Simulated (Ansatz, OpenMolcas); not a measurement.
Errors in the atomisation enthalpy at 298 K

8 molecules, all hydrocarbons; the atomisation enthalpy at 298 K in kJ/mol, computed less measured. Shapes, held fixed at every level: PBE0-D4/def2-TZVP. Flexible molecules stand in one conformer, not always the lowest. Thermal terms are harmonic and unscaled (PBE0-D4/def2-TZVP); the spin-orbit lowering of the free atoms is taken from their spectra. Programs: Ansatz 0.2.0, OpenMolcas 26.06. Measured values: Active Thermochemical Tables, CRC Handbook of Chemistry and Physics.

Levels: A = HF/STO-3G; B = HF/def2-TZVPP; C = PBE0-D4/def2-TZVPP; D = CCSD/def2-TZVPP.

| molecule | from tabulated heats | A | B | C | D |
| --- | --- | --- | --- | --- | --- |
| C3H4 (allene) | 2832 | -427 | -760 | +29 | -123 |
| C3H4 (propyne) | 2837 | -369 | -759 | +16 | -123 |
| C3H6 (propene) | 3438 | -286 | -865 | +17 | -123 |
| C3H6 (SMILES C1CC1) | 3405 | -237 | -875 | +31 | -123 |
| C4H6 (cyclobutene) | 4019 | -400 | -1075 | +42 | -170 |
| C4H6 (2-butyne) | 4030 | -417 | -1054 | +31 | -167 |
| C4H8 (cyclobutane) | 4584 | -232 | -1176 | +42 | -161 |
| C4H8 (1-butene) | 4612 | -343 | -1163 | +26 | -165 |

Problem. Which level does best on this set, which worst, and which err to one side?

Solution. 
```json
{"level": "HF/STO-3G", "kind": "Hartree–Fock", "mean error": "-338.9", "mean absolute error": "338.9", "worst case": "C3H4 (allene)"}
{"level": "HF/def2-TZVPP", "kind": "Hartree–Fock", "mean error": "-965.9", "mean absolute error": "965.9", "worst case": "C4H8 (cyclobutane)"}
{"level": "PBE0-D4/def2-TZVPP", "kind": "global hybrid", "mean error": "+29.2", "mean absolute error": "29.2", "worst case": "C4H6 (cyclobutene)"}
{"level": "CCSD/def2-TZVPP", "kind": "coupled cluster or CI", "mean error": "-144.4", "mean absolute error": "144.4", "worst case": "C4H6 (cyclobutene)"}
```

On this set PBE0-D4/def2-TZVPP has the smallest mean absolute error and HF/def2-TZVPP the largest. HF/STO-3G is too low in 8 of 8; HF/def2-TZVPP is too low in 8 of 8; PBE0-D4/def2-TZVPP is too high in 8 of 8; CCSD/def2-TZVPP is too low in 8 of 8. For HF/def2-TZVPP the error grows with the size of the molecule. Hartree–Fock lacks correlation and underbinds. Rows in very small basis sets show the basis more than the method. Correlated wave functions converge slowly with the basis. CCSD also lacks the triples, which bind further. The set is small.
